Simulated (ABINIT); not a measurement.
CO2:

```
O C
1.0
    -1.97473    1.97473    3.01406
     1.97473   -1.97473    3.01406
     1.97473    1.97473   -3.01406
O C
4 2
Direct
  0.87500 0.95980 0.58480
  0.37500 0.29020 0.41520
  0.04020 0.62500 0.91520
  0.70980 0.12500 0.08480
  0.00000 0.00000 0.00000
  0.75000 0.25000 0.50000
```

The cell comes from a database or a generator and needn't be the stable form of this composition.

```yaml
Program: ABINIT 10.8.3 (patched build)
Task: relaxation of cell and atoms
Functional: PBEsol
Potentials_or_basis: PseudoDojo NC SR PBEsol v0.4.1 standard
Cutoff: 1143 eV
k_mesh: 7 × 7 × 7
Occupations: fermi-dirac, width 0.05 eV
Spin: no spin polarisation
```

At the start: pressure -6.6 GPa; volume 7.84 Å³/atom.

Problem. How do energy, volume and symmetry change on relaxing?

Solution. Over 12 steps the energy falls by 4.7 meV/atom and the volume is 7.59 Å³/atom (-3.1 %); space group I-42d (No. 122, to 0.05 Å).

Step by step:
| step | energy change (eV) | largest force (eV/Å) | pressure (GPa) | volume (Å³) |
| --- | --- | --- | --- | --- |
| 1 | 0.0000 | 0.2203 | -6.61 | 47.01 |
| 2 | -0.0236 | 0.1082 | -0.94 | 46.07 |
| 3 | -0.0255 | 0.1284 | -0.09 | 45.88 |
| 4 | -0.0277 | 0.0898 | 0.50 | 45.65 |
| 5 | -0.0282 | 0.0369 | 0.23 | 45.61 |
| 6 | -0.0283 | 0.0146 | -0.01 | 45.63 |
| 7 | -0.0283 | 0.0052 | -0.11 | 45.63 |
| 8 | -0.0284 | 0.0057 | -0.21 | 45.62 |
| 9 | -0.0284 | 0.0076 | -0.15 | 45.59 |
| 10 | -0.0284 | 0.0030 | -0.05 | 45.57 |
| 11 | -0.0284 | 0.0004 | 0.00 | 45.56 |
| 12 | -0.0284 | 0.0000 | 0.00 | 45.56 |

Final structure:
```xyz
6
Lattice="-1.9593 1.9593 2.9671 1.9593 -1.9593 2.9671 1.9593 1.9593 -2.9671" Properties=species:S:1:pos:R:3 pbc="T T T"
O     1.3043    0.9796    3.7089
O     0.6550    0.9796    0.7418
O     2.9389    0.6550   -0.7418
O    -0.9796    1.3043    2.2253
C     0.0000    0.0000    0.0000
C     0.0000    1.9593    1.4836
```
